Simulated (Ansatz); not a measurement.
## Ag under changes of volume

One of the cells (17.048 Å³/atom); the others are scaled copies at fixed shape and fractional positions:

```
CELL_PARAMETERS angstrom
0.00000 2.04275 2.04275
2.04275 0.00000 2.04275
2.04275 2.04275 0.00000
ATOMIC_POSITIONS crystal
Ag 0.00000 0.00000 0.00000
```

```yaml
Program: Ansatz 0.2.0
Functional: PBEsol
Potentials_or_basis: Ansatz PAW
Cutoff: "420 eV (not typed: the program's choice for these potentials)"
k_mesh: 11 × 11 × 11
Occupations: fermi-dirac, width 0.05 eV
Spin: no spin polarisation
```

```csv
volume (Å³/atom),energy over the lowest point (meV/atom),pressure (GPa)
16.025,7.98,4.8
16.366,?,?
16.707,0.00,-0.7
17.048,4.03,-2.9
17.389,12.46,-4.8
17.730,24.67,-6.5
18.071,40.10,-7.9
```

Q: What does the run at 16.366 Å³/atom give?

A: Energy over the lowest point 1.07 meV/atom; pressure 1.9 GPa.

Worked out: A Birch-Murnaghan fit of order 3 (a polynomial in V^(-2/3)) to the other rows has its minimum at 16.60 Å³/atom with B0 = V·E''(V) = 122 GPa and B' = 6.2. It gives 1.04 meV/atom at 16.366 Å³/atom, against the run's 1.07, and -dE/dV = 1.8 GPa, against 1.9.

Energies are extrapolated to zero smearing.

Caveats: the PAW data sets come from PBE, with cores solved anew for the run's functional, which leaves a small shift of forces and pressure.
